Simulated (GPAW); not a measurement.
Set up this calculation in GPAW 26.7.0, as an ASE script.

```
Task                : relaxation of cell and atoms
Functional          : PBEsol
Potentials or basis : PAW data sets generated in the run's folder for this functional
Cutoff              : 800 eV
Basis               : pw
k mesh              : 4 × 4 × 4
Occupations         : fermi-dirac, width 0.05 eV
Spin                : no spin polarisation
Target pressure     : 20 GPa
Maxiter             : 150
Optimizer           : BFGS
Fmax                : 0.02 eV/Å
Max steps           : 60
Target pressure     : 20 GPa
Convergence         : density=1e-05 forces=0.0001
```

The system is Mg5Ge.

```
CELL_PARAMETERS angstrom
0.00000 4.09676 4.09676
4.09676 0.00000 4.09676
4.09676 4.09676 0.00000
ATOMIC_POSITIONS crystal
Ge 0.00000 0.00000 0.00000
Mg 0.62516 0.12451 0.62516
Mg 0.62516 0.62516 0.12451
Mg 0.62516 0.62516 0.62516
Mg 0.12451 0.62516 0.62516
Mg 0.25000 0.25000 0.25000
```

The cell comes from a database or a generator and needn't be the stable form of this composition.

The input as run:

run.py

```python
from ase import Atoms
from ase.filters import FrechetCellFilter
from ase.io import write
from ase.optimize import BFGS
from ase.units import GPa
from gpaw import GPAW, PW, setup_paths

setup_paths.insert(0, '.')

atoms = Atoms(['Ge', 'Mg', 'Mg', 'Mg', 'Mg', 'Mg'],
              cell=[[0.0, 4.096763, 4.096763],
                    [4.096763, 0.0, 4.096763],
                    [4.096763, 4.096763, 0.0]],
              scaled_positions=[[0.0, 0.0, 0.0],
                                [0.625165, 0.124505, 0.625165],
                                [0.625165, 0.625165, 0.124505],
                                [0.625165, 0.625165, 0.625165],
                                [0.124505, 0.625165, 0.625165],
                                [0.25, 0.25, 0.25]],
              pbc=True)

calc = GPAW(mode=PW(800),
            xc='PBEsol',
            kpts={'size': (4, 4, 4), 'gamma': True},
            occupations={'name': 'fermi-dirac', 'width': 0.05},
            nbands=44,
            convergence={'density': 1e-05, 'forces': 0.0001},
            maxiter=150,
            txt='gpaw.txt')
atoms.calc = calc
opt = BFGS(FrechetCellFilter(atoms, scalar_pressure=20 * GPa), trajectory='relax.traj', logfile='-')
done = opt.run(fmax=0.02, steps=60)
calc.write('gs.gpw')
write('result.traj', atoms)
print('Converged:', done)
print('Cell:', atoms.cell.cellpar().round(4))
print('Volume:', round(atoms.get_volume(), 4))
print(atoms.get_scaled_positions().round(5))
```

Potentials or basis: PAW data sets generated in the run's folder for this functional, pw.

Launch:

```console
$ gpaw-setup -f PBEsol Ge Mg
$ OMP_NUM_THREADS=1 python run.py
```

Results of the run:

```yaml
Relaxed_volume: 16.63 Å³/atom
Relaxed_cell: a = 5.206 Å, b = 5.206 Å, c = 5.206 Å, α = 60.00°, β = 60.00°, γ = 60.00°
Space_group_after_relaxing_to_0.05_Å: F-43m (No. 216)
Energy_change_on_relaxing_the_enthalpy_is_what_falls: +290.7 meV/atom
Ionic_steps: 7
Pressure_after_relaxing: 20.0 GPa
Band_gap_on_the_k_mesh: none (metal or under the smearing width)
```

Caveat: later steps reuse the first step's grids; the volume moved by over 15 % at a fixed basis, so the end points are rough.

Run time: 4.1 min on 1 thread of Arm Neoverse V2, on a shared host, peak memory 0.37 GiB.
